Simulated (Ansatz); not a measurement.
C:

```
C
1.0
     2.52210    0.00000    0.00000
    -1.26105    2.18420    0.00000
     0.00000    0.00000   12.35570
C
12
Cartesian
  1.2611 0.7281 4.3760
  0.0000 1.4561 10.5539
  1.2611 0.7281 1.8018
  0.0000 1.4561 7.9797
  1.2611 0.7281 5.9205
  0.0000 1.4561 12.0983
  1.2611 0.7281 0.2574
  0.0000 1.4561 6.4352
  0.0000 0.0000 10.0390
  0.0000 0.0000 3.8612
  0.0000 0.0000 8.4945
  0.0000 0.0000 2.3167
```

This is a hexagonal form of diamond, not graphite.

Base run:

| Quantity | Value |
| --- | --- |
| Program | Ansatz 0.2.0 |
| Functional | PBE |
| Potentials or basis | JTH PAW |
| Cutoff | 780 eV (not typed: the program's choice for these potentials) |
| k mesh | 12 × 12 × 3 |
| Occupations | fermi-dirac, width 0.05 eV |
| Spin | no spin polarisation |

Its results: band gap on the k mesh 4.38 eV, indirect (least direct gap 5.30 eV); pressure 1.4 GPa; largest force 0.331 eV/Å.

**Question.** The run is repeated on the same cell with these changes: potentials or basis from JTH PAW to Ansatz PAW; cutoff from 780 eV (not typed: the program's choice for these potentials) to 250 eV. What comes out?

**Answer.** Band gap on the k mesh 4.45 eV, indirect (least direct gap 5.54 eV); pressure 16.1 GPa; largest force 0.383 eV/Å.

Caveats: odd divisions of the mesh miss points on the zone boundary, where band edges often lie, so the gap on the mesh can be too wide (some runs); so large a pressure means that the cell lies far from this level's equilibrium, or that cutoff or potentials fall short (some runs); the pressure holds a Pulay correction of +55.1 GPa for the finite cutoff (some runs); the cutoff lies under the one recommended for these potentials (some runs).
